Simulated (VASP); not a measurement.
# BaH2 (P6_3/mmc) in VASP: notebook

One crystal, BaH2, is run at these levels: LDA; tasks: equation of state.

Program: VASP 6.6.1. These are calculated values, not measurements. Logs are shortened: lines on timing, memory, paths and dates and some standing lists are left out, and cuts for length are marked.

### 1 The structure

Symmetry: P6_3/mmc, No. 194, hexagonal system. Conventional cell: a = 4.370 Å, b = 4.370 Å, c = 5.760 Å, α = 90.00°, β = 90.00°, γ = 120.00°. Around Ba (site symmetry -6m2) lie 5 H at 2.52 to 2.88 Å. H (site symmetry -3m) is surrounded by 8 H at 2.88 to 2.90 Å and 6 Ba at 2.90 Å. Around H (site symmetry -6m2) lie 5 Ba at 2.52 to 2.88 Å.

The cell comes from a database or a generator and needn't be the stable form of this composition.

### 2 Equation of state, LDA, 15.24 Å³/atom (a relaxed cell with its volume scaled by 0.96)

The input, INCAR:

```
PREC = Accurate
ENCUT = 520
EDIFF = 1E-6
ISMEAR = 0
SIGMA = 0.02
LREAL = F
LASPH = T
NELM = 100
ALGO = Normal
ISIF = 2
LWAVE = F
LCHARG = F
GGA = CA
KPAR = 2
```

The input, KPOINTS:

```
regular mesh
0
Gamma
  6 6 4
```

The input, POSCAR:

```
BaH2                                    
1.0
    4.3108230137      0.0000000000     -0.0000000000
   -2.1554115069      3.7332822412     -0.0000000000
   -0.0000000000     -0.0000000000      5.6819302771
  Ba              H             
     2     4
Direct
     0.3333333332999970    0.6666666667000030    0.2500000000000000
     0.6666666667000030    0.3333333332999970    0.7500000000000000
     0.0000000000000000    1.0000000000000000    0.0000000000000000
     0.0000000000000000    1.0000000000000000    0.5000000000000000
     0.6666666667000030    0.3333333332999970    0.2500000000000000
     0.3333333332999970    0.6666666667000030    0.7500000000000000
```

Potentials or basis: VASP PAW LDA potentials, release 64 (Ba_sv, H).

On the command line:

```sh
$ cat potpaw_LDA.64/Ba_sv/POTCAR potpaw_LDA.64/H/POTCAR > POTCAR
$ mpirun -np 2 vasp_std > vasp.out
```

OUTCAR:

```text
PREC = Accurate
   ENCUT = 520
   EDIFF = 1E-6
   ISMEAR = 0
   LREAL = F
   LASPH = T
   NELM = 100
   ISIF = 2
   GGA = CA

 ion  position               nearest neighbor table
   1  0.333  0.667  0.250-   5 2.49   5 2.49   5 2.49   2 3.78   2 3.78   2 3.78   2 3.78   2 3.78
                             2 3.78
   2  0.667  0.333  0.750-   6 2.49   6 2.49   6 2.49   1 3.78   1 3.78   1 3.78   1 3.78   1 3.78
                             1 3.78
   3  0.000  0.000  0.000-
   4  0.000  0.000  0.500-
   5  0.667  0.333  0.250-   1 2.49   1 2.49   1 2.49
   6  0.333  0.667  0.750-   2 2.49   2 2.49   2 2.49

  LATTYP: Found a hexagonal cell.
 ALAT       =     4.3108230137
 C/A-ratio  =     1.3180615996

  Lattice vectors:

 A1 = (   4.3108230137,   0.0000000000,   0.0000000000)
 A2 = (  -2.1554115069,   3.7332822412,   0.0000000000)
 A3 = (   0.0000000000,   0.0000000000,   5.6819302771)

Analysis of symmetry for initial positions (statically):
=====================================================================
 Subroutine PRICEL returns:
 Original cell was already a primitive cell.

 Routine SETGRP: Setting up the symmetry group for a
 hexagonal supercell.

 Subroutine GETGRP returns: Found 24 space group operations
 (whereof 12 operations were pure point group operations)
 out of a pool of 24 trial point group operations.

The static configuration has the point symmetry D_3d.
 The point group associated with its full space group is D_6h.

Analysis of symmetry for dynamics (positions and initial velocities):
=====================================================================
 Subroutine PRICEL returns:
 Original cell was already a primitive cell.

 Routine SETGRP: Setting up the symmetry group for a
 hexagonal supercell.

 Subroutine GETGRP returns: Found 24 space group operations
 (whereof 12 operations were pure point group operations)
 out of a pool of 24 trial point group operations.

The dynamic configuration has the point symmetry D_3d.
 The point group associated with its full space group is D_6h.

 Subroutine INISYM returns: Found 24 space group operations
 (whereof 12 operations are pure point group operations),
 and found     1 'primitive' translations

----------------------------------------------------------------------------------------

                                     Primitive cell

  volume of cell :      91.4423

  direct lattice vectors                    reciprocal lattice vectors
[... 96 lines left out ...]
   NFREE  =      0    steps in history (QN), initial steepest desc. (CG)
   ISIF   =      2    stress and relaxation
   ISYM   =      2    0-nonsym 1-usesym 2-fastsym
   POTIM  = 0.5000    time-step for ionic-motion
   TEBEG  =    0.0;   TEEND  =   0.0 temperature during run
   PSTRESS=    0.0 pullay stress
   NELECT =      24.0000    total number of electrons
   NUPDOWN=      -1.0000    fix difference up-down
   EMIN   =  10.00;   EMAX   =-10.00  energy-range for DOS
   EFERMI =   0.00;   METHOD = LEGACY
   ISMEAR =     0;   SIGMA  =   0.02  broadening in eV -4-tet -1-fermi 0-gaus
   EFERMI_NEDOS =   21; number of points for ismear=-14 and -15
   IALGO  =     38    algorithm
   IMIX   =      4    mixing-type and parameters
     AMIX     =   0.40;   BMIX     =  1.00
     AMIX_MAG =   1.60;   BMIX_MAG =  1.00
  volume/ion in A,a.u.               =      15.24       102.85
  Fermi-wavevector in a.u.,A,eV,Ry     =   1.048165  1.980744 14.948036  1.098650
  Thomas-Fermi vector in A             =   2.183075
   LORBIT       =      0    0 simple, 1 ext, 2 COOP (PROOUT), +10 PAW based schemes
   GGA     = CA    functional components
   LHFCALC =     F    Hartree Fock is set to
   AEXX    =    0.0000 exact exchange contribution
   IVDW    =     0    specifies the selected vdW correction
   LEPSILON=     F    determine dielectric tensor
   LRPA    =     F    only Hartree local field effects (RPA)
 non-spin polarized calculation
 Gauss-broadening in eV      SIGMA  =   0.02
  energy-cutoff  :      520.00
  volume of cell :       91.44
 maximum number of plane-waves:      2478
   NGX = 17   NGY = 17   NGZ = 21

 number of electron      23.9999996 magnetization

 Free energy of the ion-electron system (eV)
  ---------------------------------------------------
  ext. energy  EPLUGINS =         0.00000000
  ---------------------------------------------------
  free energy    TOTEN  =       -21.63094060 eV

  energy without entropy =      -21.63094060  energy(sigma->0) =      -21.63094060

 E-fermi :   1.6458     XC(G=0):  -9.5097

 val. band max:        1.5236728463   @ k =   0.0000   0.0000   0.2500
 cond. band min:       3.0002055834   @ k =   0.3333   0.3333   0.5000
 fundamental gap:      1.4765327371
 Fermi energy:         1.6457998386

 k-point     1 :       0.0000    0.0000    0.0000
  band No.  band energies     occupation
      1     -25.3617      2.00000
      2     -25.0380      2.00000
      3     -11.5022      2.00000
      4     -10.3909      2.00000
      5     -10.3909      2.00000
      6      -9.9914      2.00000
[... 376 lines left out ...]
      3     -11.3542      2.00000
      4     -11.3542      2.00000
      5     -10.6509      2.00000
      6     -10.6509      2.00000
[... 8 lines left out ...]
     15       6.0643      0.00000
     16       6.0643      0.00000

------------------------ aborting loop because EDIFF is reached ----------------------------------------

  FORCE on cell =-STRESS in cart. coord.  units (eV):
  Direction    XX          YY          ZZ          XY          YZ          ZX
  --------------------------------------------------------------------------------------
  -------------------------------------------------------------------------------------
  Total        1.2359187      1.2359187      0.6916461     -0.0000000      0.0000000     -0.0000000
  in kB       21.6547703     21.6547703     12.1184638     -0.0000000      0.0000000     -0.0000000
  external PRESSURE =      18.4760015 kB  Pullay stress =       0.0000000 kB

 VOLUME and BASIS-vectors are now :
 -----------------------------------------------------------------------------
  energy-cutoff  :      520.00
  volume of cell :       91.44
      direct lattice vectors                 reciprocal lattice vectors
     4.310823014  0.000000000  0.000000000     0.231974265  0.133930404  0.000000000
    -2.155411507  3.733282241  0.000000000     0.000000000  0.267860809  0.000000000
     0.000000000  0.000000000  5.681930277     0.000000000  0.000000000  0.175996528

 POSITION                                       TOTAL-FORCE (eV/Angst)
 -----------------------------------------------------------------------------------
     -0.00000      2.48885      1.42048        -0.000000      0.000000      0.000000
      2.15541      1.24443      4.26145         0.000000     -0.000000      0.000000
      0.00000      0.00000      0.00000        -0.000000      0.000000      0.000000
      0.00000      0.00000      2.84097        -0.000000      0.000000      0.000000
      2.15541      1.24443      1.42048        -0.000000      0.000000      0.000000
     -0.00000      2.48885      4.26145        -0.000000     -0.000000      0.000000
 -----------------------------------------------------------------------------------
    total drift:                               -0.000000      0.000000     -0.000000

  FREE ENERGIE OF THE ION-ELECTRON SYSTEM (eV)
  ---------------------------------------------------
  free  energy   TOTEN  =       -21.6309405953 eV

  energy  without entropy=      -21.6309405953  energy(sigma->0) =      -21.63094060
```

OSZICAR:

```text
N       E                     dE             d eps       ncg     rms          rms(c)
DAV:   1     0.135637031578E+03    0.13564E+03   -0.10726E+04   672   0.128E+03
DAV:   2    -0.158051035512E+02   -0.15144E+03   -0.14889E+03  1040   0.235E+02
DAV:   3    -0.229898772264E+02   -0.71848E+01   -0.71778E+01   920   0.581E+01
DAV:   4    -0.231022286243E+02   -0.11235E+00   -0.11235E+00  1048   0.577E+00
DAV:   5    -0.231039310314E+02   -0.17024E-02   -0.17024E-02   912   0.468E-01    0.860E+00
DAV:   6    -0.219206358723E+02    0.11833E+01   -0.16772E+00   688   0.595E+00    0.471E+00
DAV:   7    -0.216307975520E+02    0.28984E+00   -0.16115E+00   872   0.548E+00    0.925E-01
DAV:   8    -0.216322500209E+02   -0.14525E-02   -0.10989E-01   768   0.171E+00    0.302E-01
DAV:   9    -0.216309393406E+02    0.13107E-02   -0.11065E-02   848   0.454E-01    0.694E-02
DAV:  10    -0.216309476884E+02   -0.83478E-05   -0.60737E-04   816   0.112E-01    0.168E-02
DAV:  11    -0.216309405249E+02    0.71635E-05   -0.43697E-05   912   0.347E-02    0.521E-03
DAV:  12    -0.216309405953E+02   -0.70329E-07   -0.39002E-06   712   0.102E-02
   1 F= -.21630941E+02 E0= -.21630941E+02  d E =-.105687E-19
```

stdout:

```text
POSCAR found type information on POSCAR BaH
 POSCAR found :  2 types and       6 ions
 scaLAPACK will be used
 LDA part: xc-table for (Slater(with rela. corr.)+CA(PZ))
 , standard interpolation
 POSCAR, INCAR and KPOINTS ok, starting setup
 FFT: planning ... GRIDC
 FFT: planning ... GRID_SOFT
 FFT: planning ... GRID
 WAVECAR not read
 entering main loop
```

Wall time 12 s (2 MPI ranks of Intel Xeon Platinum 8488C (Sapphire Rapids), shared host); peak memory 0.17 GiB.

What came out:

```yaml
Free_energy: -21.6309 eV
Pressure: 1.8 GPa
Band_gap_on_the_k_mesh: 1.48 eV, indirect (least direct gap 2.28 eV)
```

Caveat: spin-orbit coupling is left out, which moves the levels of the heavy elements.

### 3 Equation of state, LDA, 15.56 Å³/atom (a relaxed cell with its volume scaled by 0.98)

INCAR is that of step 2.

KPOINTS is that of step 2.

POSCAR, as its differences from that of step 2:

```diff
@@ -2,5 +2,5 @@
 1.0
-    4.3108230137      0.0000000000     -0.0000000000
-   -2.1554115069      3.7332822412     -0.0000000000
-   -0.0000000000     -0.0000000000      5.6819302771
+    4.3405537671      0.0000000000     -0.0000000000
+   -2.1702768836      3.7590298289     -0.0000000000
+   -0.0000000000     -0.0000000000      5.7211172415
   Ba              H
```

Potentials or basis: VASP PAW LDA potentials, release 64 (Ba_sv, H).

On the command line:

```sh
$ cat potpaw_LDA.64/Ba_sv/POTCAR potpaw_LDA.64/H/POTCAR > POTCAR
$ mpirun -np 2 vasp_std > vasp.out
```

Wall time 21 s (2 MPI ranks of Intel Xeon Platinum 8488C (Sapphire Rapids), shared host); peak memory 0.18 GiB.

It converged, with:

```yaml
Free_energy: -21.6478 eV
Pressure: 0.9 GPa
Band_gap_on_the_k_mesh: 1.47 eV, indirect (least direct gap 2.29 eV)
```

Caveat: spin-orbit coupling is left out, which moves the levels of the heavy elements.

### 4 Equation of state, LDA, 15.88 Å³/atom

INCAR is that of step 3.

KPOINTS is that of step 3.

POSCAR, as its differences from that of step 3:

```diff
@@ -2,5 +2,5 @@
 1.0
-    4.3405537671      0.0000000000     -0.0000000000
-   -2.1702768836      3.7590298289     -0.0000000000
-   -0.0000000000     -0.0000000000      5.7211172415
+    4.3698827228      0.0000000000     -0.0000000000
+   -2.1849413614      3.7844294496     -0.0000000000
+   -0.0000000000     -0.0000000000      5.7597746117
   Ba              H
```

On the command line:

```sh
$ cat potpaw_LDA.64/Ba_sv/POTCAR potpaw_LDA.64/H/POTCAR > POTCAR
$ mpirun -np 2 vasp_std > vasp.out
```

Run time: 26 s. Hardware: 2 MPI ranks of Intel Xeon Platinum 8488C (Sapphire Rapids), shared host; peak memory 0.2 GiB.

The run converged. Its results:

| Item | Value |
| --- | --- |
| Free energy | -21.6538 eV |
| Pressure | 0.0 GPa |
| Band gap on the k mesh | 1.46 eV, indirect (least direct gap 2.29 eV) |

Caveat: spin-orbit coupling is left out, which moves the levels of the heavy elements.

### 5 Equation of state, LDA, 16.19 Å³/atom (a relaxed cell with its volume scaled by 1.02)

INCAR is that of step 4.

KPOINTS is that of step 4.

POSCAR, as its differences from that of step 4:

```diff
@@ -2,5 +2,5 @@
 1.0
-    4.3698827228      0.0000000000     -0.0000000000
-   -2.1849413614      3.7844294496     -0.0000000000
-   -0.0000000000     -0.0000000000      5.7597746117
+    4.3988231869      0.0000000000     -0.0000000000
+   -2.1994115935      3.8094926267     -0.0000000000
+   -0.0000000000     -0.0000000000      5.7979199261
   Ba              H
```

On the command line:

```sh
$ cat potpaw_LDA.64/Ba_sv/POTCAR potpaw_LDA.64/H/POTCAR > POTCAR
$ mpirun -np 2 vasp_std > vasp.out
```

Run time: 26 s. Hardware: 2 MPI ranks of Intel Xeon Platinum 8488C (Sapphire Rapids), shared host; peak memory 0.2 GiB.

It converged, with:

| Property | Result |
| --- | --- |
| Free energy | -21.6496 eV |
| Pressure | -0.8 GPa |
| Band gap on the k mesh | 1.45 eV, indirect (least direct gap 2.30 eV) |

Caveat: spin-orbit coupling is left out, which moves the levels of the heavy elements.

### 6 Equation of state, LDA, 16.51 Å³/atom (a relaxed cell with its volume scaled by 1.04)

INCAR is that of step 5.

KPOINTS is that of step 5.

POSCAR, as its differences from that of step 5:

```diff
@@ -2,5 +2,5 @@
 1.0
-    4.3988231869      0.0000000000     -0.0000000000
-   -2.1994115935      3.8094926267     -0.0000000000
-   -0.0000000000     -0.0000000000      5.7979199261
+    4.4273877742      0.0000000000     -0.0000000000
+   -2.2136938871      3.8342302849     -0.0000000000
+   -0.0000000000     -0.0000000000      5.8355698117
   Ba              H
```

Potentials or basis: VASP PAW LDA potentials, release 64 (Ba_sv, H).

On the command line:

```sh
$ cat potpaw_LDA.64/Ba_sv/POTCAR potpaw_LDA.64/H/POTCAR > POTCAR
$ mpirun -np 2 vasp_std > vasp.out
```

Run time: 17 s. Hardware: 2 MPI ranks of Intel Xeon Platinum 8488C (Sapphire Rapids), shared host; peak memory 0.19 GiB.

Results (log left out):

| Property | Result |
| --- | --- |
| Free energy | -21.6365 eV |
| Pressure | -1.5 GPa |
| Band gap on the k mesh | 1.44 eV, indirect (least direct gap 2.30 eV) |

Caveat: spin-orbit coupling is left out, which moves the levels of the heavy elements.

### 7 Equation of state, LDA

Potentials or basis: VASP PAW LDA potentials, release 64 (Ba_sv, H).

This step only gathers the single runs of the series.

What came out:

```
Equilibrium volume                        : 15.90 Å³/atom
Bulk modulus at fixed shape and positions : 42 GPa
Pressure derivative of the bulk modulus   : 4.0 (rough: it moves with the points fitted)
```

Energy against volume, from the lowest point:
```
volume (Å³/atom)  energy (meV/atom)
          15.240               3.80
          15.558               0.99
          15.875               0.00
          16.193               0.69
          16.510               2.87
```

Caveat: the cell was scaled at fixed shape and fractional positions, which overstates the stiffness of a crystal with free parameters, most of all of layers and chains.
